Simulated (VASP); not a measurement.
# CdSe in VASP: work function with LDA

Aim: the work function of CdSe with LDA.

Everything below comes from runs of VASP 6.6.1. Logs are shortened: lines on timing, memory, paths and dates and some standing lists are left out, and cuts for length are marked.

## Step 1: Starting point

The cell holds a slab with vacuum, 4 atoms: a = 4.300 Å, b = 7.020 Å, c = 11.241 Å, α = 90.00°, β = 90.00°, γ = 90.00°.

## Step 2: Work function, LDA

File INCAR:

```
  ALGO = Normal
  DIPOL = 0.5 0.5 0.500
  EDIFF = 1E-7
  ENCUT = 300
  GGA = CA
  IDIPOL = 3
  ISIF = 2
  ISMEAR = 0
  KPAR = 2
  LASPH = True
  LCHARG = True
  LDIPOL = True
  LREAL = False
  LVACPOTAV = True
  LVHAR = True
  LWAVE = False
  NELM = 80
  PREC = Accurate
  SIGMA = 0.05
```

File KPOINTS:

```
k-points
0
Gamma
  4 2 1
```

File POSCAR:

```
CdSe
1.0
    4.3000000000      0.0000000000      0.0000000000
    0.0000000000      7.0200000000      0.0000000000
    0.0000000000      0.0000000000     11.2413030806
Cd Se
2 2
Direct
    0.0000000001      0.0000000000      0.4447882923
    0.5000000000      0.5000000000      0.5552117077
    0.0000000001      0.3850000000      0.4447882923
    0.5000000000      0.8850000000      0.5552117077
```

Potentials or basis: VASP PAW LDA potentials, release 64 (Cd, Se).

Launch:

```bash
$ cat potpaw_LDA.64/Cd/POTCAR potpaw_LDA.64/Se/POTCAR > POTCAR
$ mpirun -np 2 vasp_std > vasp.out
```

OUTCAR:

```text
EDIFF = 1E-7
   ENCUT = 300
   GGA = CA
   ISIF = 2
   ISMEAR = 0
   LASPH = True
   LREAL = False
   NELM = 80
   PREC = Accurate

 ion  position               nearest neighbor table
   1  0.000  0.000  0.445-   4 2.61   4 2.61   3 2.70
   2  0.500  0.500  0.555-   3 2.61   3 2.61   4 2.70
   3  0.000  0.385  0.445-   2 2.61   2 2.61   1 2.70
   4  0.500  0.885  0.555-   1 2.61   1 2.61   2 2.70

  LATTYP: Found a simple orthorhombic cell.
 ALAT       =     4.3000000000
 B/A-ratio  =     1.6325581395
 C/A-ratio  =     2.6142565304

  Lattice vectors:

 A1 = (   4.3000000000,   0.0000000000,   0.0000000000)
 A2 = (   0.0000000000,   7.0200000000,   0.0000000000)
 A3 = (   0.0000000000,   0.0000000000,  11.2413030806)

Analysis of symmetry for initial positions (statically):
=====================================================================
 Subroutine PRICEL returns:
 Original cell was already a primitive cell.

 Routine SETGRP: Setting up the symmetry group for a
 simple orthorhombic supercell.

 Subroutine GETGRP returns: Found  4 space group operations
 (whereof  2 operations were pure point group operations)
 out of a pool of  8 trial point group operations.

The static configuration has the point symmetry C_1h.
 The point group associated with its full space group is C_2v.

Analysis of symmetry for dynamics (positions and initial velocities):
=====================================================================
 Subroutine PRICEL returns:
 Original cell was already a primitive cell.

 Routine SETGRP: Setting up the symmetry group for a
 simple orthorhombic supercell.

 Subroutine GETGRP returns: Found  4 space group operations
 (whereof  2 operations were pure point group operations)
 out of a pool of  8 trial point group operations.

The dynamic configuration has the point symmetry C_1h.
 The point group associated with its full space group is C_2v.

 Subroutine INISYM returns: Found  4 space group operations
 (whereof  2 operations are pure point group operations),
 and found     1 'primitive' translations

----------------------------------------------------------------------------------------

                                     Primitive cell

  volume of cell :     339.3300

  direct lattice vectors                    reciprocal lattice vectors
[... 74 lines left out ...]
   EDIFFG = 0.1E-05   stopping-criterion for IOM
   NSW    =      0    number of steps for IOM
   IBRION =     -1    ionic relax: 0-MD 1-quasi-New 2-CG
   NFREE  =      0    steps in history (QN), initial steepest desc. (CG)
   ISIF   =      2    stress and relaxation
   ISYM   =      2    0-nonsym 1-usesym 2-fastsym
   POTIM  = 0.5000    time-step for ionic-motion
   TEBEG  =    0.0;   TEEND  =   0.0 temperature during run
   PSTRESS=    0.0 pullay stress
   NELECT =      36.0000    total number of electrons
   NUPDOWN=      -1.0000    fix difference up-down
   EMIN   =  10.00;   EMAX   =-10.00  energy-range for DOS
   EFERMI =   0.00;   METHOD = LEGACY
   ISMEAR =     0;   SIGMA  =   0.05  broadening in eV -4-tet -1-fermi 0-gaus
   EFERMI_NEDOS =   21; number of points for ismear=-14 and -15
   IALGO  =     38    algorithm
   IMIX   =      4    mixing-type and parameters
     AMIX     =   0.40;   BMIX     =  1.00
     AMIX_MAG =   1.60;   BMIX_MAG =  1.00
  volume/ion in A,a.u.               =      84.83       572.48
  Fermi-wavevector in a.u.,A,eV,Ry     =   0.775000  1.464537  8.171995  0.600625
  Thomas-Fermi vector in A             =   1.877175
   LORBIT       =      0    0 simple, 1 ext, 2 COOP (PROOUT), +10 PAW based schemes
   GGA     = CA    functional components
   LHFCALC =     F    Hartree Fock is set to
   AEXX    =    0.0000 exact exchange contribution
   IVDW    =     0    specifies the selected vdW correction
   LEPSILON=     F    determine dielectric tensor
   LRPA    =     F    only Hartree local field effects (RPA)
 non-spin polarized calculation
 Gauss-broadening in eV      SIGMA  =   0.05
  energy-cutoff  :      300.00
  volume of cell :      339.33
 maximum number of plane-waves:      4032
   NGX = 13   NGY = 19   NGZ = 31

 dipolmoment           0.000000      0.000000     -0.000000 electrons x Angstroem

 number of electron      36.0000057 magnetization

 dipolmoment           0.000000      0.000000      0.000000 electrons x Angstroem

 Free energy of the ion-electron system (eV)
  ---------------------------------------------------
  ext. energy  EPLUGINS =         0.00000000
  ---------------------------------------------------
  free energy    TOTEN  =       -11.40122602 eV

  energy without entropy =      -11.40122602  energy(sigma->0) =      -11.40122602

 E-fermi :  -3.1586     XC(G=0):  -4.1009

 val. band max:       -3.3947604529   @ k =   0.0000   0.0000   0.0000
 cond. band min:      -2.1324185590   @ k =   0.0000   0.0000   0.0000
 fundamental gap:      1.2623418940
 Fermi energy:        -3.1585924862

 k-point     1 :       0.0000    0.0000    0.0000
  band No.  band energies     occupation
      1     -15.2528      2.00000
      2     -14.9929      2.00000
      3     -11.1727      2.00000
      4     -11.1194      2.00000
      5     -11.1151      2.00000
      6     -11.0136      2.00000
[... 139 lines left out ...]
     21       0.8947      0.00000
     22       0.8947      0.00000

------------------------ aborting loop because EDIFF is reached ----------------------------------------

  FORCE on cell =-STRESS in cart. coord.  units (eV):
  Direction    XX          YY          ZZ          XY          YZ          ZX
  --------------------------------------------------------------------------------------
  -------------------------------------------------------------------------------------
  Total       -2.4081370     -4.3328055     -1.7640905      0.0000000      0.0000000      0.0000000
  in kB      -11.3702380    -20.4577350     -8.3293138      0.0000000      0.0000000      0.0000000
  external PRESSURE =     -13.3857623 kB  Pullay stress =       0.0000000 kB

 VOLUME and BASIS-vectors are now :
 -----------------------------------------------------------------------------
  energy-cutoff  :      300.00
  volume of cell :      339.33
      direct lattice vectors                 reciprocal lattice vectors
     4.300000000  0.000000000  0.000000000     0.232558140  0.000000000  0.000000000
     0.000000000  7.020000000  0.000000000     0.000000000  0.142450142  0.000000000
     0.000000000  0.000000000 11.241303081     0.000000000  0.000000000  0.088957658

 POSITION                                       TOTAL-FORCE (eV/Angst)
 -----------------------------------------------------------------------------------
      0.00000      0.00000      5.00000         0.000000      0.450142      1.026290
      2.15000      3.51000      6.24130         0.000000      0.450142     -1.026290
      0.00000      2.70270      5.00000         0.000000     -0.450142      0.374020
      2.15000      6.21270      6.24130         0.000000     -0.450142     -0.374020
 -----------------------------------------------------------------------------------
    total drift:                               -0.000000     -0.000287      0.000015

  FREE ENERGIE OF THE ION-ELECTRON SYSTEM (eV)
  ---------------------------------------------------
  free  energy   TOTEN  =       -11.4012260208 eV

  energy  without entropy=      -11.4012260208  energy(sigma->0) =      -11.40122602

 vacuum level on the upper side and lower side of the slab         1.995         1.995
```

OSZICAR:

```text
N       E                     dE             d eps       ncg     rms          rms(c)
DAV:   1     0.238896312525E+03    0.23890E+03   -0.10306E+04   264   0.810E+02
DAV:   2     0.976325411758E+01   -0.22913E+03   -0.22395E+03   346   0.239E+02
DAV:   3    -0.122869206482E+02   -0.22050E+02   -0.21962E+02   306   0.843E+01
[... 13 lines left out ...]
DAV:  17    -0.114012228682E+02   -0.16995E-04   -0.74852E-06   282   0.179E-02    0.173E-03
DAV:  18    -0.114012252398E+02   -0.23716E-05   -0.80105E-07   312   0.394E-03    0.127E-03
DAV:  19    -0.114012255513E+02   -0.31156E-06   -0.61113E-08   192   0.114E-03    0.334E-04
DAV:  20    -0.114012259864E+02   -0.43510E-06   -0.11448E-07   216   0.120E-03    0.198E-04
DAV:  21    -0.114012260208E+02   -0.34393E-07   -0.96273E-09   228   0.689E-04
   1 F= -.11401226E+02 E0= -.11401226E+02  d E =-.721343E-12
```

Wall time 13 s (2 MPI ranks of Intel Xeon Platinum 8375C at 2.90GHz (Ice Lake), shared host); peak memory 0.18 GiB.

What came out:

- Free energy: -11.4012 eV
- Largest force: 1.121 eV/Å
- Band gap on the k mesh: 1.26 eV, direct
- Ionisation potential of the upper face: 5.39 eV

Forces in eV/Å, atoms in the order of the input:
```
Cd   0.000  0.450  1.026
Cd   0.000  0.450 -1.026
Se   0.000 -0.450  0.374
Se   0.000 -0.450 -0.374
```

Levels at points of the mesh, in eV from the valence-band top:
```
           k point  band 16  band 17  band 18  band 19  band 20  band 21
(0.00, 0.00, 0.00)    -0.94    -0.26     0.00     1.26     2.57     4.11
(0.50, 0.00, 0.00)    -1.77    -0.57    -0.57     2.30     2.30     5.13
(0.00, 0.50, 0.00)    -0.68    -0.50    -0.50     2.25     2.25     4.10
(0.50, 0.50, 0.00)    -1.18    -0.51    -0.51     2.32     2.32     4.29
```

Caveat: the k mesh is coarse (spacing up to 0.45 Å⁻¹), so the values aren't converged; the cutoff is under 1.25 times the usual one of these potentials, so pressure, stress and relaxed cells hold a basis-set (Pulay) error. A hybrid or GW would open this gap; LDA tends to underestimate it.
